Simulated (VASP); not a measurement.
# Er under changes of volume

One of the cells (31.110 Å³/atom); the others are scaled copies at fixed shape and fractional positions:

```xyz
1
Lattice="0.0000 2.4963 2.4963 2.4963 0.0000 2.4963 2.4963 2.4963 0.0000" Properties=species:S:1:pos:R:3 pbc="T T T"
Er    0.0000    0.0000    0.0000
```

This isn't the form of Er at room conditions, which is hcp.

```yaml
Program: VASP 6.6.1
Functional: PBE
Potentials_or_basis: VASP PAW PBE potentials, release 64 (Er)
Cutoff: 520 eV
k_mesh: 9 × 9 × 9
Occupations: fermi-dirac, width 0.05 eV
Spin: collinear spin, ferromagnetic start
Starting_moments: "[3.0] μB"
```

```csv
volume (Å³/atom),energy over the lowest point (meV/atom),pressure (GPa)
28.670,59.11,4.9
29.280,?,?
29.890,27.94,3.3
31.110,7.09,2.3
31.720,0.00,1.7
32.330,317.81,0.8
```

**Question.** What does the run at 29.280 Å³/atom give?

**Answer.** Energy over the lowest point 42.14 meV/atom; pressure 4.2 GPa.

The energies don't lie on one smooth curve, so no fit is given. The run at 32.330 Å³/atom lies farthest off; its moment of 2.17 μB against 2.42 to 2.42 μB shows that it ended in another magnetic state.

Energies are extrapolated to zero smearing.

Caveats: the magnetic or orbital state may not be the lowest.
